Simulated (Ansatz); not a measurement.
Molecular dynamics on a 2×2×2 supercell (16 atoms) of MgTe (F-43m), relaxed with r2SCAN. Forces come from PBEsol in the plane-wave code Ansatz: Langevin thermostat and barostat (NPT), 200 K, steps of 2 fs. Spin polarisation is off, nuclei are classical, and the run is far too short for thermal averages.

```yaml
crystal:
  lattice:
    - [0.0, 6.4662397672, 6.4662397672]
    - [6.4662397672, 0.0, 6.4662397672]
    - [6.4662397672, 6.4662397672, 0.0]
  atoms:
    - { symbol: Mg, position: [0.0, 0.0, 0.0] }
    - { symbol: Te, position: [0.375, 0.375, 0.375] }
    - { symbol: Mg, position: [0.0, 0.0, 0.5] }
    - { symbol: Te, position: [0.375, 0.375, 0.875] }
    - { symbol: Mg, position: [0.0, 0.5, 0.0] }
    - { symbol: Te, position: [0.375, 0.875, 0.375] }
    - { symbol: Mg, position: [0.0, 0.5, 0.5] }
    - { symbol: Te, position: [0.375, 0.875, 0.875] }
    - { symbol: Mg, position: [0.5, 0.0, 0.0] }
    - { symbol: Te, position: [0.875, 0.375, 0.375] }
    - { symbol: Mg, position: [0.5, 0.0, 0.5] }
    - { symbol: Te, position: [0.875, 0.375, 0.875] }
    - { symbol: Mg, position: [0.5, 0.5, 0.0] }
    - { symbol: Te, position: [0.875, 0.875, 0.375] }
    - { symbol: Mg, position: [0.5, 0.5, 0.5] }
    - { symbol: Te, position: [0.875, 0.875, 0.875] }
kpoints:
  mp_grid: { grid: [2, 2, 2] }
hamiltonian:
  xc: pbesol
scf:
  occupations: { method: fermi_dirac, width: 0.02 }
md:
  ensemble: npt_langevin
  temperature: 200
  timestep: 2.0
  n_steps: 30
  initial_velocities: maxwell_boltzmann
  seed: 3332
```

Command: `ansatz run input.yaml --threads 4 --pin off --max-ram 5529MiB --backend cpu --events-out ev --progress --plain --runs-dir out`. Wall time 6 min on 4 threads of Arm Neoverse N1 (shared host), load about 0.9 per core; peak host memory 2 GiB.

Q: How do temperature and energy develop?

A: The temperature starts at 188 K, is lowest at step 20 (90 K, 40 fs) and ends at 189 K. The atoms start on their lattice sites with kinetic energy alone, so much of it first passes into potential energy.

| step | t (fs) | T (K) | free energy F from step 0 (meV/atom) | kinetic energy (meV/atom) | pressure (GPa) | volume (Å³/atom) | largest force (eV/Å) |
| --- | --- | --- | --- | --- | --- | --- | --- |
| 0 | 0 | 188 | 0.0 | 24.2 | -0.24 | 33.80 | 0.00 |
| 1 | 2 | 178 | 0.1 | 23.0 | -0.24 | 33.79 | 0.08 |
| 2 | 4 | 198 | 0.4 | 25.6 | -0.23 | 33.79 | 0.16 |
| 3 | 6 | 186 | 0.9 | 24.1 | -0.23 | 33.79 | 0.24 |
| 4 | 8 | 176 | 1.6 | 22.7 | -0.22 | 33.78 | 0.32 |
| 5 | 10 | 177 | 2.5 | 22.9 | -0.17 | 33.75 | 0.40 |
| 6 | 12 | 176 | 3.6 | 22.8 | -0.12 | 33.71 | 0.49 |
| 7 | 14 | 161 | 4.8 | 20.7 | -0.07 | 33.67 | 0.57 |
| 8 | 16 | 156 | 6.2 | 20.1 | -0.02 | 33.64 | 0.64 |
| 9 | 18 | 145 | 7.5 | 18.7 | 0.02 | 33.61 | 0.71 |
| 10 | 20 | 141 | 8.9 | 18.2 | 0.05 | 33.58 | 0.77 |
| 11 | 22 | 149 | 10.4 | 19.3 | 0.09 | 33.57 | 0.82 |
| 12 | 24 | 135 | 12.0 | 17.5 | 0.10 | 33.57 | 0.88 |
| 13 | 26 | 140 | 13.5 | 18.1 | 0.12 | 33.56 | 0.92 |
| 14 | 28 | 133 | 14.9 | 17.2 | 0.14 | 33.55 | 0.95 |
| 15 | 30 | 127 | 16.3 | 16.4 | 0.16 | 33.54 | 0.98 |
| 16 | 32 | 119 | 17.6 | 15.4 | 0.18 | 33.53 | 1.01 |
| 17 | 34 | 104 | 18.8 | 13.4 | 0.20 | 33.52 | 1.02 |
| 18 | 36 | 99 | 19.8 | 12.8 | 0.22 | 33.50 | 1.02 |
| 19 | 38 | 93 | 20.7 | 12.0 | 0.24 | 33.49 | 1.02 |
| 20 | 40 | 90 | 21.3 | 11.6 | 0.26 | 33.48 | 1.01 |
| 21 | 42 | 96 | 21.7 | 12.4 | 0.28 | 33.46 | 0.99 |
| 22 | 44 | 98 | 21.8 | 12.6 | 0.30 | 33.45 | 0.97 |
| 23 | 46 | 106 | 21.7 | 13.7 | 0.30 | 33.45 | 0.94 |
| 24 | 48 | 127 | 21.2 | 16.4 | 0.29 | 33.46 | 0.91 |
| 25 | 50 | 127 | 20.4 | 16.4 | 0.26 | 33.47 | 0.88 |
| 26 | 52 | 144 | 19.5 | 18.6 | 0.24 | 33.49 | 0.84 |
| 27 | 54 | 158 | 18.5 | 20.5 | 0.20 | 33.52 | 0.84 |
| 28 | 56 | 178 | 17.5 | 23.0 | 0.16 | 33.55 | 0.83 |
| 29 | 58 | 177 | 16.6 | 22.8 | 0.10 | 33.59 | 0.81 |
| 30 | 60 | 189 | 15.8 | 24.4 | 0.06 | 33.63 | 0.79 |

Positions (Å) and forces (eV/Å) at step 30:
```
cell (Å): 0.000 6.455 6.455; 6.455 0.000 6.455; 6.455 6.455 0.000
Mg  -0.023  -0.028   0.116     0.107  -0.059  -0.319
Te   4.883   4.748   4.865    -0.015   0.135  -0.037
Mg   3.176   3.189   0.078     0.255   0.015  -0.090
Te   7.985   8.144   4.738     0.421  -0.332   0.581
Mg   3.290   0.076   3.325    -0.224  -0.202  -0.332
Te   8.025   4.810   8.062     0.287   0.344   0.168
Mg   6.535   3.143   3.181    -0.026   0.298   0.426
Te  11.344   8.076   8.076    -0.248   0.053   0.511
Mg   0.018   3.370   3.323    -0.470  -0.173  -0.461
Te   4.890   8.098   8.117    -0.144  -0.366  -0.336
Mg   3.210   6.422   3.304     0.261  -0.028  -0.135
Te   8.072  11.248   8.074     0.324   0.291   0.218
Mg   3.216   3.164   6.514     0.044   0.054  -0.276
Te   8.083   8.055  11.368    -0.115  -0.241  -0.047
Mg   6.529   6.449   6.445    -0.373   0.074  -0.169
Te  11.254  11.290  11.348    -0.084   0.138   0.298
```
